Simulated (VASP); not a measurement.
A run of VASP 6.6.1 is set up as follows.

POSCAR

```
PbO2
1.0
    4.9949598700      0.0000000000      0.0000000000
    0.0000000000      4.9949598700      0.0000000000
    0.0000000000      0.0000000000      3.4090009600
Pb O
2 4
Direct
    0.5000000000      0.5000000000      0.5000000000
    0.0000000000      0.0000000000      0.0000000000
    0.6925710400      0.6925710400      0.0000000000
    0.8074289600      0.1925710400      0.5000000000
    0.1925710400      0.8074289600      0.5000000000
    0.3074289600      0.3074289600      0.0000000000
```

INCAR.step1

```
  PREC = Accurate
  ENCUT = 520
  EDIFF = 1E-6
  ISMEAR = -1
  SIGMA = 0.05
  LREAL = F
  LASPH = T
  NELM = 80
  ALGO = Normal
  ISIF = 2
  LWAVE = F
  LCHARG = T
  GGA = 91
  NBANDS = 35
```

KPOINTS.step1

```
Automatic mesh
0
Gamma
  6 6 8
```

File INCAR.step2:

```
  PREC = Accurate
  ENCUT = 520
  EDIFF = 1E-6
  ISMEAR = 0
  SIGMA = 0.05
  LREAL = F
  LASPH = T
  NELM = 80
  ALGO = Normal
  ISIF = 2
  LWAVE = F
  LCHARG = F
  GGA = 91
  NBANDS = 35
  ICHARG = 11
```

File KPOINTS.step2:

```
path GXMGZRAZ,XR,MA
15
line-mode
reciprocal
 0.0000000000  0.0000000000  0.0000000000  G
 0.0000000000  0.5000000000  0.0000000000  X

 0.0000000000  0.5000000000  0.0000000000  X
 0.5000000000  0.5000000000  0.0000000000  M

 0.5000000000  0.5000000000  0.0000000000  M
 0.0000000000  0.0000000000  0.0000000000  G

 0.0000000000  0.0000000000  0.0000000000  G
 0.0000000000  0.0000000000  0.5000000000  Z

 0.0000000000  0.0000000000  0.5000000000  Z
 0.0000000000  0.5000000000  0.5000000000  R

 0.0000000000  0.5000000000  0.5000000000  R
 0.5000000000  0.5000000000  0.5000000000  A

 0.5000000000  0.5000000000  0.5000000000  A
 0.0000000000  0.0000000000  0.5000000000  Z

 0.0000000000  0.5000000000  0.0000000000  X
 0.0000000000  0.5000000000  0.5000000000  R

 0.5000000000  0.5000000000  0.0000000000  M
 0.5000000000  0.5000000000  0.5000000000  A
```

Potentials or basis: VASP PAW PBE potentials, release 64 (Pb_d, O).

Command:

```sh
$ cat potpaw_PBE.64/Pb_d/POTCAR potpaw_PBE.64/O/POTCAR > POTCAR
$ cp INCAR.step1 INCAR
$ cp KPOINTS.step1 KPOINTS
$ mpirun -np 1 vasp_std > vasp.out
$ cp INCAR.step2 INCAR
$ cp KPOINTS.step2 KPOINTS
$ mpirun -np 1 vasp_std > vasp.out
```

(1) What does it give for the band gap along the path?

Answers

(1) none (metal or under the smearing width).

Caveat: spin-orbit coupling is left out, which moves the levels of the heavy elements.
